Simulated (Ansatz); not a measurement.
## C with a C vacancy: field gradients at two levels of theory

Cell: a supercell of C (diamond type, Fd-3m) built from a COD entry, with the ions relaxed around the defect (PBE).

```
C
1.0
     0.00000    5.35011    5.35011
     5.35011    0.00000    5.35011
     5.35011    5.35011    0.00000
C
53
Direct
  0.99997 0.99997 0.33067
  0.99997 0.99997 0.66940
  0.99997 0.33067 0.99997
  0.99981 0.33340 0.33340
  0.99997 0.33067 0.66940
  0.99997 0.66940 0.99997
  0.99997 0.66940 0.33067
  0.99995 0.66668 0.66668
  0.33067 0.99997 0.99997
  0.33340 0.99981 0.33340
  0.33067 0.99997 0.66940
  0.33340 0.33340 0.99981
  0.33340 0.33340 0.33340
  0.33316 0.33316 0.66684
  0.33067 0.66940 0.99997
  0.33316 0.66684 0.33316
  0.33316 0.66684 0.66684
  0.66940 0.99997 0.99997
  0.66940 0.99997 0.33067
  0.66668 0.99995 0.66668
  0.66940 0.33067 0.99997
  0.66684 0.33316 0.33316
  0.66684 0.33316 0.66684
  0.66668 0.66668 0.99995
  0.66684 0.66684 0.33316
  0.66668 0.66668 0.66668
  0.08998 0.08998 0.08998
  0.08376 0.08376 0.41624
  0.08998 0.08998 0.73005
  0.08376 0.41624 0.08376
  0.08376 0.41624 0.41624
  0.08366 0.41582 0.75026
  0.08998 0.73005 0.08998
  0.08366 0.75026 0.41582
  0.08366 0.75026 0.75026
  0.41624 0.08376 0.08376
  0.41624 0.08376 0.41624
  0.41582 0.08366 0.75026
  0.41624 0.41624 0.08376
  0.41674 0.41674 0.41674
  0.41674 0.41674 0.74979
  0.41582 0.75026 0.08366
  0.41674 0.74979 0.41674
  0.41582 0.75026 0.75026
  0.73005 0.08998 0.08998
  0.75026 0.08366 0.41582
  0.75026 0.08366 0.75026
  0.75026 0.41582 0.08366
  0.74979 0.41674 0.41674
  0.75026 0.41582 0.75026
  0.75026 0.75026 0.08366
  0.75026 0.75026 0.41582
  0.75000 0.75000 0.75000
```

Atom numbers follow the list; atoms alike are taken as one site, whose name carries the number of the first.

First run. Method: Kohn–Sham DFT in Ansatz, PBE, plane waves and PAW, scalar-relativistic, collinear spin, 420 eV cutoff, Γ-centred 3×3×3 k-points, Fermi–Dirac smearing 0.01 eV. Start moments as typed (μB): 0 0 0 0 0 0 0 0 0 0 0 0 0 0 0 0 0 0 0 0 0 0 0 0 0 0 0.5 0 0.5 0 0 0 0.5 0 0 0 0 0 0 0 0 0 0 0 0.5 0 0 0 0 0 0 0 0 by atom.

| site | atom | V_zz (10²¹ V/m²) | η | m (μB) |
| --- | --- | --- | --- | --- |
| C1 | 1 | 0.57 | 0.52 | 0.00 |
| C8 | 8 | -0.054 | 0.00 | 0.00 |
| C14 | 14 | -0.065 | 0.67 | 0.00 |
| C27 | 27 | 0.90 | 0.00 | 0.00 |
| C28 | 28 | 0.59 | 0.04 | 0.00 |
| C32 | 32 | -0.11 | 0.35 | 0.00 |
| C40 | 40 | 0.058 | 0.00 | 0.00 |

Second run. The same atoms and settings, except that the functional is r2SCAN and the cutoff is 500 eV.

Problem. What does the second run give?

Solution. 

| site | atom | V_zz | η | change of V_zz | m (μB) |
| --- | --- | --- | --- | --- | --- |
| C1 | 1 | 0.57 | 0.51 | 0.00 | 0.00 |
| C8 | 8 | -0.055 | 0.00 | 0.00 | 0.00 |
| C14 | 14 | -0.068 | 0.67 | 0.00 | 0.00 |
| C27 | 27 | 0.86 | 0.00 | -0.04 | 0.09 |
| C28 | 28 | 0.56 | 0.03 | -0.03 | 0.01 |
| C32 | 32 | -0.11 | 0.37 | 0.00 | 0.00 |
| C40 | 40 | 0.064 | 0.00 | +0.01 | 0.00 |

The largest change of V_zz is on C27, from 0.90 to 0.86. Sites with |V_zz| of 0.02 or less aren't listed. The absolute magnetisation of the cell goes from 0.1 to 1.0 μB.

The defect repeats with the cell of 53 atoms, so it feels its images: sites between two images don't show the values beside a lone defect, and zeros or small values of η there can come from the images' arrangement. The relaxation keeps the symmetry of the vacancy's site, so distortions that break it, Jahn–Teller ones too, aren't explored. The defect cell has no gap above 0.1 eV on its mesh, so the values can hang on the smearing and the k-mesh.
For the first run: The start moments die out, and the run ends without spin.
For the second run: The program didn't check the stability of this electronic state in full, so a lower one may lie near.
